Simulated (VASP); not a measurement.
The system is Ni.

```xyz
2
Lattice="2.4480 0.0000 0.0000 -1.2240 2.1201 0.0000 0.0000 0.0000 4.0728" Properties=species:S:1:pos:R:3 pbc="T T T"
Ni    1.2240    0.7067    3.0546
Ni    0.0000    1.4134    1.0182
```

This isn't the form of Ni at room conditions, which is fcc.

| Quantity | Value |
| --- | --- |
| Program | VASP 6.6.1 |
| Task | relaxation of cell and atoms |
| Functional | PBEsol |
| Potentials or basis | VASP PAW PBE potentials, release 64 (Ni) |
| Cutoff | 600 eV |
| k mesh | 10 × 10 × 6 |
| Occupations | fermi-dirac, width 0.05 eV |
| Spin | collinear spin, ferromagnetic start |
| Starting moments | [1.0, 1.0] μB |

At the start: pressure -3.0 GPa; volume 10.57 Å³/atom.

Task: How do energy, volume and symmetry change on relaxing?

Result: Over 5 steps the energy falls by 2.7 meV/atom and the volume is 10.42 Å³/atom (-1.4 %); space group P6_3/mmc (No. 194, to 0.05 Å); moment 1.33 μB per cell.

Step by step:
| step | energy change (eV) | largest force (eV/Å) | pressure (GPa) | volume (Å³) |
| --- | --- | --- | --- | --- |
| 1 | 0.0000 | 0.0000 | -2.99 | 21.14 |
| 2 | -0.0023 | 0.0000 | 3.22 | 20.54 |
| 3 | -0.0046 | 0.0000 | 0.60 | 20.78 |
| 4 | -0.0055 | 0.0000 | 0.12 | 20.83 |
| 5 | -0.0055 | 0.0000 | 0.04 | 20.84 |

Final structure:
```
Ni
1.0
     2.44960    0.00000    0.00000
    -1.22480    2.12142    0.00000
     0.00000    0.00000    4.01061
Ni
2
Direct
  0.66667 0.33333 0.75000
  0.33333 0.66667 0.25000
```

Caveat: the PAW data sets were made with another functional, which shifts forces and pressure a little.
